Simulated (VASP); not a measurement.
# TaN (P6_3/mmc) in VASP: notebook, part 2 of 2

VASP 6.6.1. Earlier steps stand in the parts before.

## (3) Relaxation of cell and atoms, AM05

Contents of INCAR:

```
ALGO     = Normal         # electronic algorithm
EDIFF    = 1E-6           # SCF threshold, eV
EDIFFG   = -0.02          # ionic threshold
ENCUT    = 600            # plane-wave cutoff, eV
GGA      = AM             # functional
IBRION   = 2              # ionic algorithm
ISIF     = 3              # what is computed and relaxed
ISMEAR   = -1             # smearing method
LASPH    = T              # aspherical terms in the spheres
LCHARG   = F              # write CHGCAR
LREAL    = F              # projectors in reciprocal space
LWAVE    = F              # write WAVECAR
NELM     = 80             # most SCF steps
NSW      = 60             # ionic steps
PREC     = Accurate       # precision mode
SIGMA    = 0.05           # smearing width, eV
```

Contents of KPOINTS:

```
k-points
0
Gamma
  10 10 5
```

Contents of POSCAR:

```
TaN
1.0
    2.9217699809      0.0000000000      0.0000000000
   -1.4608849905      2.5303270275      0.0000000000
    0.0000000000      0.0000000000      5.9165150000
Ta N
2 2
Direct
    0.0000000000      0.0000000000      0.5000000000
    0.0000000000      0.0000000000      0.0000000000
    0.3333333333      0.6666666667      0.2500000000
    0.6666666667      0.3333333333      0.7500000000
```

Potentials or basis: VASP PAW PBE potentials, release 64 (Ta_pv, N).

The run is started by

```sh
> cat potpaw_PBE.64/Ta_pv/POTCAR potpaw_PBE.64/N/POTCAR > POTCAR
> mpirun -np 1 vasp_std > vasp.out
```

OUTCAR:

```text
EDIFF = 1E-6
   EDIFFG = -0.02
   ENCUT = 600
   GGA = AM
   IBRION = 2
   ISIF = 3
   ISMEAR = -1
   LASPH = T
   LREAL = F
   NELM = 80
   NSW = 60
   PREC = Accurate

 ion  position               nearest neighbor table
   1  0.000  0.000  0.500-   3 2.24   4 2.24   4 2.24   3 2.24   4 2.24   3 2.24   2 2.96   2 2.96

   2  0.000  0.000  0.000-   3 2.24   4 2.24   4 2.24   3 2.24   4 2.24   3 2.24   1 2.96   1 2.96

   3  0.333  0.667  0.250-   1 2.24   2 2.24   1 2.24   2 2.24   1 2.24   2 2.24
   4  0.667  0.333  0.750-   1 2.24   2 2.24   1 2.24   2 2.24   1 2.24   2 2.24

  LATTYP: Found a hexagonal cell.
 ALAT       =     2.9217699809
 C/A-ratio  =     2.0249763119

  Lattice vectors:

 A1 = (   2.9217699809,   0.0000000000,   0.0000000000)
 A2 = (  -1.4608849905,   2.5303270275,   0.0000000000)
[... 413 lines left out ...]

 Free energy of the ion-electron system (eV)
  ---------------------------------------------------
  ext. energy  EPLUGINS =         0.00000000
  ---------------------------------------------------
  free energy    TOTEN  =       -45.86522786 eV

  energy without entropy =      -45.85547748  energy(sigma->0) =      -45.86035267

 E-fermi :   8.3015     XC(G=0): -13.6189

 val. band max:        8.2573036627   @ k =   0.1000   0.1000   0.4000
 cond. band min:       8.3151686395   @ k =   0.1000   0.0000   0.2000
 fundamental gap:      0.0578649768
 Fermi energy:         8.3015262416

 k-point     1 :       0.0000    0.0000    0.0000
  band No.  band energies     occupation
      1     -27.2790      2.00000
      2     -26.4323      2.00000
      3     -26.1475      2.00000
      4     -26.1475      2.00000
      5     -26.0783      2.00000
      6     -26.0783      2.00000
[... 541 lines left out ...]
     19      12.4393      0.00000
     20      13.3013      0.00000

 [... further k-points ...]
[... 5 lines left out ...]
  --------------------------------------------------------------------------------------
  -------------------------------------------------------------------------------------
  Total        0.0553481      0.0553481      0.0598379     -0.0000000      0.0000000      0.0000000
  in kB        2.1000949      2.1000949      2.2704528     -0.0000000      0.0000000      0.0000000
  external PRESSURE =       2.1568809 kB  Pullay stress =       0.0000000 kB
[... 19 lines left out ...]
  FREE ENERGIE OF THE ION-ELECTRON SYSTEM (eV)
  ---------------------------------------------------
  free  energy   TOTEN  =       -45.8652278606 eV

  energy  without entropy=      -45.8554774814  energy(sigma->0) =      -45.86035267

 reached required accuracy - stopping structural energy minimisation
```

Wall time 86 s (1 thread of Intel Xeon 6975P-C (Granite Rapids), shared host); peak memory 0.2 GiB.

What came out:

- Free energy: -45.8652 eV
- Relaxed volume: 10.56 Å³/atom
- Relaxed cell: a = 2.886 Å, b = 2.886 Å, c = 5.852 Å, α = 90.00°, β = 90.00°, γ = 120.00°
- Space group after relaxing (to 0.05 Å): P6_3/mmc (No. 194)
- Energy gained by relaxing: 13.7 meV/atom
- Ionic steps: 7
- Pressure after relaxing: 0.2 GPa
- Band gap on the k mesh: none (metal or under the smearing width)

The path:
```
step  energy change (eV)  largest force (eV/Å)  pressure (GPa)  volume (Å³)
   1              0.0000                0.0000          -11.43        43.74
   2              0.2746                0.0000           34.48        38.99
   3             -0.0544                0.0000           -0.39        42.31
   4             -0.0545                0.0000           -0.08        42.27
   5             -0.0544                0.0000            0.17        42.24
   6             -0.0546                0.0000            0.24        42.22
   7             -0.0547                0.0000            0.22        42.23
```

Final structure:
```
Ta N
1.0
     2.88638    0.00000    0.00000
    -1.44319    2.49968    0.00000
     0.00000    0.00000    5.85244
Ta N
2 2
Direct
  0.00000 0.00000 0.50000
  0.00000 0.00000 0.00000
  0.33333 0.66667 0.25000
  0.66667 0.33333 0.75000
```

Caveat: the PAW data sets were made with another functional, which shifts forces and pressure a little.

## (4) Relaxation of cell and atoms, PBEsol+D4

Contents of INCAR:

```
PREC = Accurate
ENCUT = 600
EDIFF = 1E-6
ISMEAR = -1
SIGMA = 0.05
LREAL = False
LASPH = True
NELM = 80
ALGO = Fast
ISIF = 3
LWAVE = False
LCHARG = False
GGA = PS
IVDW = 13
IBRION = 2
NSW = 60
EDIFFG = -0.01
```

Contents of KPOINTS:

```
Automatic mesh
0
Gamma
  10 10 5
```

POSCAR is that of step 3.

The run is started by

```sh
> cat potpaw_PBE.64/Ta_pv/POTCAR potpaw_PBE.64/N/POTCAR > POTCAR
> mpirun -np 1 vasp_std > vasp.out
```

It took 90 s on 1 thread of Intel Xeon 6975P-C (Granite Rapids), shared host; peak memory 0.2 GiB.

Results (log left out):

| Item | Value |
| --- | --- |
| Free energy | -47.5071 eV |
| Relaxed volume | 10.53 Å³/atom |
| Relaxed cell | a = 2.885 Å, b = 2.885 Å, c = 5.846 Å, α = 90.00°, β = 90.00°, γ = 120.00° |
| Space group after relaxing (to 0.05 Å) | P6_3/mmc (No. 194) |
| Energy gained by relaxing | 16.0 meV/atom |
| Ionic steps | 9 |
| Pressure after relaxing | 0.0 GPa |
| Band gap on the k mesh | none (metal or under the smearing width) |
| Dispersion energy per atom | -0.182 eV |

The path:
| step | energy change (eV) | largest force (eV/Å) | pressure (GPa) | volume (Å³) |
| --- | --- | --- | --- | --- |
| 1 | 0.0000 | 0.0000 | -12.40 | 43.74 |
| 2 | 0.3366 | 0.0000 | 38.81 | 38.60 |
| 3 | -0.0635 | 0.0000 | -0.44 | 42.20 |
| 4 | -0.0636 | 0.0000 | -0.10 | 42.16 |
| 5 | -0.0636 | 0.0000 | 0.13 | 42.13 |
| 6 | -0.0637 | 0.0000 | 0.23 | 42.11 |
| 7 | -0.0638 | 0.0000 | 0.20 | 42.12 |
| 8 | -0.0638 | 0.0000 | -0.33 | 42.18 |
| 9 | -0.0638 | 0.0000 | 0.03 | 42.14 |

Final structure:
```
Ta N
1.0
     2.88497    0.00000    0.00000
    -1.44249    2.49846    0.00000
     0.00000    0.00000    5.84623
Ta N
2 2
Direct
  0.00000 0.00000 0.50000
  0.00000 0.00000 0.00000
  0.33333 0.66667 0.25000
  0.66667 0.33333 0.75000
```

Levels at points of the mesh, in eV from the Fermi level:
| k point | band 12 | band 13 | band 14 | band 15 | band 16 | band 17 | band 18 | band 19 | band 20 |
| --- | --- | --- | --- | --- | --- | --- | --- | --- | --- |
| (0.00, 0.00, 0.00) | -4.46 | -3.53 | -2.00 | -2.00 | -0.25 | -0.25 | 0.57 | 0.57 | 2.48 |
| (0.50, 0.00, 0.00) | -5.49 | -4.14 | -3.89 | -2.82 | -2.22 | 2.95 | 4.25 | 5.09 | 5.49 |

Caveat: the PAW data sets were made with another functional, which shifts forces and pressure a little; pairwise dispersion overbinds metals, which lowers pressure and volume.

## (5) For comparison

An earlier run on the cell as given: functional PBE; potentials or basis VASP PAW PBE potentials, release 64 (Ta_pv, N); cutoff 520 eV; k mesh 10 × 10 × 5; occupations fermi-dirac, width 0.05 eV; no spin polarisation.

* Pressure: -0.4 GPa
* Band gap on the k mesh: none (metal or under the smearing width)

## (6) Summary

```csv
task,level,cell,cutoff (eV),gap on the mesh (eV),pressure (GPa),relaxed volume (Å³/atom)
relaxation of cell and atoms,PW91,relaxed,600,none,0.0,10.96
relaxation of cell and atoms,AM05,relaxed,600,none,0.2,10.56
relaxation of cell and atoms,PBEsol+D4,relaxed,600,none,0.0,10.53
single point,PBE,as given,520,none,-0.4,-
```

Alike in all rows: potentials or basis VASP PAW PBE potentials, release 64 (Ta_pv, N); no spin polarisation; k mesh 10 × 10 × 5; smearing fermi-dirac 0.05 eV.

Caveats: the PAW data sets were made with another functional, which shifts forces and pressure a little (some runs); pairwise dispersion overbinds metals, which lowers pressure and volume (some runs).

Total energies depend on the potentials used, so only differences within one code and one set of settings carry meaning.
